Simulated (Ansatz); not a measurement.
PbI2 (CdI2 type), relaxed with r2SCAN+rVV10, was run in Ansatz 0.2.0 under altered settings. All numbers are computed, without spin polarisation but where a row says otherwise.

```
Pb I
1.0
     4.56408    0.00000    0.00000
    -2.28204    3.95261    0.00000
     0.00000    0.00000    7.04751
Pb I
1 2
Direct
  0.00000 0.00000 0.00000
  0.33333 0.66667 0.26671
  0.66667 0.33333 0.73329
```

The base run's other keys:
```yaml
kpoints:
  mp_grid: { grid: [6, 6, 2] }
hamiltonian:
  xc: hse06
scf:
  occupations: { method: fixed }
  n_extra_bands: 4
```

It takes 17 iterations with 2489 plane waves at 420 eV and 14 k points, and leaves a mean stress of +0.72 GPa. The gap over this mesh is 2.933 eV. It ran on 4 threads of Arm Neoverse V1, with other jobs on the host.

Outcomes, with energy and stress as changes against the base:
```csv
setting,outcome,ΔF (meV/atom),Δ mean stress (GPa),gap on the mesh (eV),iterations,wall time
scf.exx.ecutfock_ratio: 2,converged,+0.4,0.0,2.933,17,30 s
scf.exx.singularity: regularized,converged,+2.4,0.0,2.933,16,31 s
"PBE hybrid, exx coeff 0.75, omega 0.2078 1/Å",converged,–,-0.9,4.490,25,40 s
"PBE hybrid, exx coeff 0.75, omega 0.5 1/Å",converged,–,-0.5,3.177,23,38 s
basis.ecutwfc: 500,converged,-1.0,0.0,2.933,18,45 s
```
A dash marks a value that wasn't obtained or can't be compared. Stress is positive in compression. The base took 32 s. The base's mesh is coarse for a hybrid, so its own values aren't converged.

- scf.exx.singularity: regularized. The free energy moves by +2.4 meV an atom, the mean stress by 0.0 GPa and the gap on the mesh by -0.001 eV (to 2.933). The result is sensitive to this setting.
- PBE hybrid, exx coeff 0.75, omega 0.2078 1/Å. That is 75 % exact exchange, screened with ω = 0.2078 1/Å, against HSE06's 25 % screened at 0.208 1/Å. The mean stress moves by -0.9 GPa and the gap on the mesh by +1.556 eV (to 4.490). Totals of different functionals aren't comparable.
- PBE hybrid, exx coeff 0.75, omega 0.5 1/Å. That is 75 % exact exchange, screened with ω = 0.5 1/Å, against HSE06's 25 % screened at 0.208 1/Å. The mean stress moves by -0.5 GPa and the gap on the mesh by +0.244 eV (to 3.177). Totals of different functionals aren't comparable.

Within 1 meV an atom, 0.1 GPa and 0.005 eV of the base stay: scf.exx.ecutfock_ratio: 2; basis.ecutwfc: 500.

Spin-orbit coupling is left out; in compounds of Pb, Bi, Tl or Hg it can lower a gap by up to about 1 eV, split its edges or invert the bands.

The program warns that its thresholds are loose for a hybrid's stress.

The meshes of the hybrids are coarse, so their gaps aren't converged to the digits shown.
